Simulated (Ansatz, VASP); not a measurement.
# GaSb in VASP and in Ansatz

INCAR

```
ALGO = Normal ; EDIFF = 1E-6
ENCUT = 520 ; GGA = PE
ISIF = 2 ; ISMEAR = -1
LASPH = T ; LCHARG = F
LREAL = F ; LWAVE = F
NBANDS = 16 ; NELM = 100
PREC = Accurate ; SIGMA = 0.02
```

KPOINTS

```
k-points
0
Gamma
  8 8 8
```

The input POSCAR:

```
GaSb
1.0
    0.0000000000      3.0658848221      3.0658848221
    3.0658848221      0.0000000000      3.0658848221
    3.0658848221      3.0658848221      0.0000000000
Ga Sb
1 1
Direct
    0.0000000000      0.0000000000      0.0000000000
    0.2500000000      0.2500000000      0.2500000000
```

Input for Ansatz:

```yaml
crystal:
  lattice:
    - [0.0, 3.0658848221, 3.0658848221]
    - [3.0658848221, 0.0, 3.0658848221]
    - [3.0658848221, 3.0658848221, 0.0]
  atoms:
    - { symbol: Ga, position: [0.0, 0.0, 0.0] }
    - { symbol: Sb, position: [0.25, 0.25, 0.25] }
kpoints:
  mp_grid: { grid: [8, 8, 8] }
  band_path:
    path:
      - [0.0, 0.0, 0.0]
      - [-0.5, -0.5, 0.0]
      - [-0.375, -0.375, 0.25]
      - [-0.375, 0.0, 0.375]
      - [0.0, 0.0, 0.5]
      - [-0.5, -0.25, 0.25]
    npoints: 1
hamiltonian:
  xc: pbe
scf:
  occupations: { method: fermi_dirac, width: 0.02 }
  n_extra_bands: 4
output:
  forces: true
  stress: true
  eigenvalues: true
```

Alike in both runs: task single point; functional PBE; k mesh 8 × 8 × 8; occupations fermi-dirac, width 0.02 eV; no spin polarisation.

|  | VASP | Ansatz |
| --- | --- | --- |
| version | VASP 6.6.1 | Ansatz 0.2.0 |
| potentials or method | VASP PAW PBE potentials, release 64 (Ga_d, Sb) | plane waves, PAW |
| plane-wave cutoff (eV) | 520 | 420 |
| valence electrons in the cell | 18 | 28 |

|  | VASP | Ansatz | Ansatz less VASP |
| --- | --- | --- | --- |
| pressure (GPa) | 2.0 | 2.0 | -0.07 |

With one functional, cell and mesh, what is left measures potentials, basis and numerics. The two sets of potentials don't hold the same shells in valence.

The runs have no spin-orbit coupling, so splittings on Sb are missing.
